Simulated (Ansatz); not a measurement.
# WS2: the cost of one run

Program: Ansatz 0.2.0. Level of theory: DFT PBE+U (U = 7 eV, J = 0.7 eV on W d), plane waves, PAW, no spin–orbit coupling unless a run says so. These are calculated values, not measurements.

### 1 The system as given

It takes space group R3m (No. 160, trigonal). Conventional cell: a = 3.158 Å, b = 3.158 Å, c = 18.490 Å, α = 90.00°, β = 90.00°, γ = 120.00°. Around W (site symmetry 3m) lie 6 S at 2.39 to 2.42 Å. S (site symmetry 3m) has 3 W at 2.39 Å as nearest neighbours. S (site symmetry 3m) is surrounded by 3 W at 2.42 Å.

Coordinates:

```cif
data_structure
_symmetry_space_group_name_H-M 'P 1'
_symmetry_Int_Tables_number 1
_cell_length_a 6.4274
_cell_length_b 6.4274
_cell_length_c 12.8547
_cell_angle_alpha 28.443
_cell_angle_beta 28.443
_cell_angle_gamma 28.443
_cell_volume 106.46
loop_
_atom_site_label
_atom_site_type_symbol
_atom_site_fract_x
_atom_site_fract_y
_atom_site_fract_z
_atom_site_occupancy
W1 W 0.00000 0.00000 0.00000 1
S1 S 0.75030 0.75030 0.37515 1
S2 S 0.58100 0.58100 0.29050 1
W2 W 0.00000 0.00000 0.50000 1
S3 S 0.75030 0.75030 0.87515 1
S4 S 0.58100 0.58100 0.79050 1
```

Magnetic order typed: antiferromagnetic, doubled cell 0 0 1/2.

An earlier series on this cell reached its lowest free state from «from atoms, symmetry kept, no search», perhaps among other starts.

### 2 Random orbitals: single harmonics, second filling

Input file input.yaml:

```yaml
crystal:
  lattice:
    - [1.57900017, 0.91163617, 6.16332915]
    - [-1.57900017, 0.91163617, 6.16332915]
    - [0.0, -3.64654468, 12.3266583]
  atoms:
    - { symbol: W, position: [0.0, 0.0, 0.0], spin: 0.3 }
    - { symbol: S, position: [0.7503, 0.7503, 0.37515] }
    - { symbol: S, position: [0.581, 0.581, 0.2905] }
    - { symbol: W, position: [0.0, 0.0, 0.5], spin: -0.3 }
    - { symbol: S, position: [0.7503, 0.7503, 0.87515] }
    - { symbol: S, position: [0.581, 0.581, 0.7905] }
basis:
  ecutwfc: 420
  ecutrho_ratio: 4
kpoints:
  mp_grid: { grid: [7, 7, 4] }
hamiltonian:
  xc: pbe
  hubbard:
    sites:
      - { site: 0, l: d, u: 7.0, j: 0.7, starting_ns: [{ spin: up, occupation_matrix: s0up }, { spin: down, occupation_matrix: s0down }] }
      - { site: 3, l: d, u: 7.0, j: 0.7, starting_ns: [{ spin: up, occupation_matrix: s3up }, { spin: down, occupation_matrix: s3down }] }
    occupation_matrices:
      s0up:
        matrix:
          - [0.02, 0.0, 0.0, 0.0, 0.0]
          - [0.0, 0.02, 0.0, 0.0, 0.0]
          - [0.0, 0.0, 0.02, 0.0, 0.0]
          - [0.0, 0.0, 0.0, 0.97, 0.0]
          - [0.0, 0.0, 0.0, 0.0, 0.02]
      s0down:
        matrix:
          - [0.02, 0.0, 0.0, 0.0, 0.0]
          - [0.0, 0.02, 0.0, 0.0, 0.0]
          - [0.0, 0.0, 0.02, 0.0, 0.0]
          - [0.0, 0.0, 0.0, 0.97, 0.0]
          - [0.0, 0.0, 0.0, 0.0, 0.02]
      s3up:
        matrix:
          - [0.02, 0.0, 0.0, 0.0, 0.0]
          - [0.0, 0.02, 0.0, 0.0, 0.0]
          - [0.0, 0.0, 0.02, 0.0, 0.0]
          - [0.0, 0.0, 0.0, 0.97, 0.0]
          - [0.0, 0.0, 0.0, 0.0, 0.02]
      s3down:
        matrix:
          - [0.02, 0.0, 0.0, 0.0, 0.0]
          - [0.0, 0.02, 0.0, 0.0, 0.0]
          - [0.0, 0.0, 0.02, 0.0, 0.0]
          - [0.0, 0.0, 0.0, 0.97, 0.0]
          - [0.0, 0.0, 0.0, 0.0, 0.02]
    ns_hold: { iters: 12 }
scf:
  occupations: { method: gaussian, width: 0.05 }
  lower_state_search: "off"
  max_iter: 150
output:
  forces: true
  stress: true
  eigenvalues: true
  populations: true
  hubbard: { sites: [{ site: 0, l: d }, { site: 3, l: d }] }
magnetization:
  spin_polarized: true
```

The typed matrices put 0.97 on the chosen orbitals and 0.02 on the others, and are held for 12 cycles.

The run is started by

```
ansatz run input.yaml --threads 4 --pin off --max-ram 6144MiB --backend cpu --events-out ev --progress --plain --runs-dir out
```

What time and memory should one allow on 4 threads of AMD EPYC 9R45 (Zen 5), shared host?

About 11 s, with a peak of 0.71 GiB.
